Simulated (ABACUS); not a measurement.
Fe:

```
CELL_PARAMETERS angstrom
-1.44300 1.44300 1.44300
1.44300 -1.44300 1.44300
1.44300 1.44300 -1.44300
ATOMIC_POSITIONS crystal
Fe 0.00000 0.00000 0.00000
```

```yaml
Program: ABACUS 3.10.1
Task: single point
Functional: PBEsol
Potentials_or_basis: PseudoDojo NC SR 0.4.1 PBEsol standard
Cutoff: 1225 eV
Density_cutoff: 4898 eV
Basis: plane waves
k_mesh: 13 × 13 × 13
Occupations: fermi-dirac, width 0.05 eV
Spin: collinear spin, ferromagnetic start
Starting_moments: "[3.0] μB"
```

On this cell: pressure -15.6 GPa; net moment 2.38 μB per cell; band gap on the k mesh none (metal or under the smearing width).

The same run follows on a disturbed copy (cell strained at random at fixed volume):

```
Fe
1.0
    -1.48153    1.43424    1.45901
     1.46753   -1.43096    1.44173
     1.45354    1.40297   -1.45574
Fe
1
Direct
  0.98721 0.99305 0.98531
```

Task: What changes?

Result: The energy (extrapolated to zero smearing) moves by +2.5 meV/atom; pressure -15.2 GPa; net moment 2.40 μB per cell; band gap on the k mesh none (metal or under the smearing width).

Stress tensor (GPa, compression positive):
```
-16.27   1.00   0.52
  1.00 -13.76   0.00
  0.52   0.00 -15.58
```

Caveats: so large a pressure means that the cell lies far from this level's equilibrium, or that cutoff or potentials fall short (some runs).
